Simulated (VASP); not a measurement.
# Settings for Sn: transport in the constant relaxation-time approximation

Sn, Fd-3m (no. 227), 2 atoms in the cell. LDA, Boltzmann transport, constant relaxation time; PAW potentials Sn_d (LDA set). VASP 6.6.1.

Wanted: conductivity at 300 K within 3 %; Seebeck coefficient at 300 K within 1.5 uV/K.

POSCAR:
```
Sn
1.0
    0.0000000000      3.2333428000      3.2333428000
    3.2333428000      0.0000000000      3.2333428000
    3.2333428000      3.2333428000      0.0000000000
Sn
2
Direct
    0.7500000000      0.7500000000      0.7500000000
    0.5000000000      0.5000000000      0.5000000000
```

The series start from Dense mesh (KPOINTS_ELPH): 17x17x17; TRANSPORT_NEDOS: 501; Mesh of the SCF: 10x10x10; Cutoff ENCUT (eV): 390; ELPH_NBANDS: 11 over half the electrons; ELPH_ISMEAR: -24; PREC: Accurate; KPAR: 4. Each series keeps the choices made before it, and each single choice may use up half of a tolerance.

## Dense mesh (KPOINTS_ELPH)

| Dense mesh (KPOINTS_ELPH) | Conductivity at 300 K (S/m) | Seebeck coefficient at 300 K (uV/K) | SCF iterations | Time (s) |
|---|---|---|---|---|
| 7x7x7 | 8026 | 82.2 | 12 | 10 |
| 10x10x10 | 2.21e4 | 42.0 | 12 | 13 |
| 13x13x13 | 4.272e4 | 14.6 | 12 | 15 |
| 17x17x17 | 7.392e4 | -28.5 | 12 | 28 |
| 23x23x23 | 1.24e5 | -55.8 | 12 | 53 |
| 31x31x31 | 1.84e5 | -42.8 | 12 | 121 |
| 41x41x41 (reference) | 2.04e5 | -23.0 | 12 | 255 |

## TRANSPORT_NEDOS

| TRANSPORT_NEDOS | Conductivity at 300 K (S/m) | Seebeck coefficient at 300 K (uV/K) | SCF iterations | Time (s) |
|---|---|---|---|---|
| 51 | 2.04e5 | -23.0 | 12 | 286 |
| 101 | 2.04e5 | -23.0 | 12 | 207 |
| 201 | 2.04e5 | -23.0 | 12 | 234 |
| 501 | 2.04e5 | -23.0 | 12 | 255 |
| 1001 | 2.04e5 | -23.0 | 12 | 223 |
| 2001 | 2.04e5 | -23.0 | 12 | 227 |
| 5001 (reference) | 2.04e5 | -23.0 | 12 | 243 |

## Mesh of the SCF

| Mesh of the SCF | Conductivity at 300 K (S/m) | Seebeck coefficient at 300 K (uV/K) | SCF iterations | Time (s) |
|---|---|---|---|---|
| 4x4x4 | 2.15e5 | -21.5 | 13 | 231 |
| 5x5x5 | 2.1e5 | -22.2 | 12 | 258 |
| 7x7x7 | 2.06e5 | -22.7 | 12 | 256 |
| 10x10x10 | 2.04e5 | -23.0 | 12 | 286 |
| 13x13x13 (reference) | 2.04e5 | -23.1 | 12 | 248 |

## Cutoff ENCUT (eV)

| Cutoff ENCUT (eV) | Conductivity at 300 K (S/m) | Seebeck coefficient at 300 K (uV/K) | SCF iterations | Time (s) |
|---|---|---|---|---|
| 300 | 2.06e5 | -22.8 | 13 | 157 |
| 320 | 2.06e5 | -22.7 | 13 | 149 |
| 390 (reference) | 2.06e5 | -22.7 | 12 | 256 |

## ELPH_NBANDS

| ELPH_NBANDS | Conductivity at 300 K (S/m) | Seebeck coefficient at 300 K (uV/K) | SCF iterations | Time (s) |
|---|---|---|---|---|
| 5 over half the electrons | 2.06e5 | -22.8 | 13 | 121 |
| 7 over half the electrons | 2.06e5 | -22.8 | 13 | 143 |
| 11 over half the electrons | 2.06e5 | -22.8 | 13 | 157 |
| 19 over half the electrons (reference) | 2.06e5 | -22.8 | 13 | 227 |

## ELPH_ISMEAR

| ELPH_ISMEAR | Conductivity at 300 K (S/m) | Seebeck coefficient at 300 K (uV/K) | SCF iterations | Time (s) |
|---|---|---|---|---|
| -24 | 2.06e5 | -22.8 | 13 | 121 |
| -14 | 2.06e5 | -22.8 | 13 | 110 |
| -15 | 2.06e5 | -22.8 | 13 | 126 |
| -1 | 2.03e5 | -20.4 | 13 | 130 |
| 0 | 2.02e5 | -18.9 | 13 | 112 |

## PREC

| PREC | Conductivity at 300 K (S/m) | Seebeck coefficient at 300 K (uV/K) | SCF iterations | Time (s) |
|---|---|---|---|---|
| Accurate | 2.06e5 | -22.8 | 13 | 121 |
| Normal | 2.06e5 | -22.8 | 13 | 60 |

## KPAR

| KPAR | Conductivity at 300 K (S/m) | Seebeck coefficient at 300 K (uV/K) | SCF iterations | Time (s) |
|---|---|---|---|---|
| 4 | 2.06e5 | -22.8 | 13 | 60 |
| 2 | 2.06e5 | -22.8 | 13 | 62 |
| 1 | 2.06e5 | -22.8 | 13 | 59 |

## Question

The rows run from the loosest to the tightest (no order: ELPH_ISMEAR, PREC, KPAR). For each series: choose the loosest value from which every tighter one stays within half of the tolerance; where there is no order, keep the first row unless others stay within half of the tolerance and take at least 30 % less time, and then take the fastest.

## Answer

- Dense mesh (KPOINTS_ELPH): 41x41x41, the tightest run, since the next looser one is off by more than half of the tolerance (convergence isn't shown beyond it)
- TRANSPORT_NEDOS: 51
- Mesh of the SCF: 7x7x7
- Cutoff ENCUT (eV): 300
- ELPH_NBANDS: 5 over half the electrons
- ELPH_ISMEAR: -24
- PREC: Normal
- KPAR: 4

## All choices together

| Input | Conductivity at 300 K (S/m) | Seebeck coefficient at 300 K (uV/K) | Time (s) |
|---|---|---|---|
| defaults, no KPOINTS_ELPH (naive) | 7690 | 114.6 | 3.0 |
| chosen settings | 2.06e5 | -22.8 | 60 |
| reference settings throughout | 2.04e5 | -23.1 | 277 |

The chosen settings stay within the tolerance of the reference run, but the reference itself isn't shown to be converged in: Dense mesh (KPOINTS_ELPH).

## The input

INCAR:
```
PREC = Normal
ENCUT = 300
EDIFF = 1E-8
LREAL = F
LASPH = T
LWAVE = F
LCHARG = F
ALGO = Normal
NELM = 100
ISMEAR = 1
SIGMA = 0.1
GGA = CA
ELPH_MODE = TRANSPORT
ELPH_SCATTERING_APPROX = CRTA
TRANSPORT_RELAXATION_TIME = 1E-14
ELPH_ISMEAR = -24
ELPH_SELFEN_TEMPS = 100 200 300 400 500
ELPH_SELFEN_CARRIER_DEN = 0.0
TRANSPORT_NEDOS = 51
KPAR = 4
ELPH_FERMI_NEDOS = 51
ELPH_NBANDS = 19
```

KPOINTS:
```
Automatic mesh
0
Gamma
  7 7 7
  0 0 0
```

KPOINTS_ELPH:
```
Automatic mesh
0
Gamma
  41 41 41
  0 0 0
```

Commands:
```
cat potpaw_LDA.64/Sn_d/POTCAR > POTCAR
mpirun -np 4 vasp_std > vasp.out
```

Limits: Conductivity and heat conductivity scale with the typed relaxation time, here the same at all temperatures, so the change of scattering with temperature is missing.

The chosen input took VASP 6.6.1 60 s on 4 cores (Intel Xeon 6975P-C (Granite Rapids)), a shared host.

## An input that fails: too few points on the energy grid

It runs to its end, but against the unchanged starting input it is off by 1.5 % in the conductivity at 300 K, 8.7 uV/K in the Seebeck coefficient at 300 K.

Changes against the starting input:
```
- TRANSPORT_NEDOS = 501
- ELPH_FERMI_NEDOS = 501
+ TRANSPORT_NEDOS = 5
+ ELPH_FERMI_NEDOS = 5
```
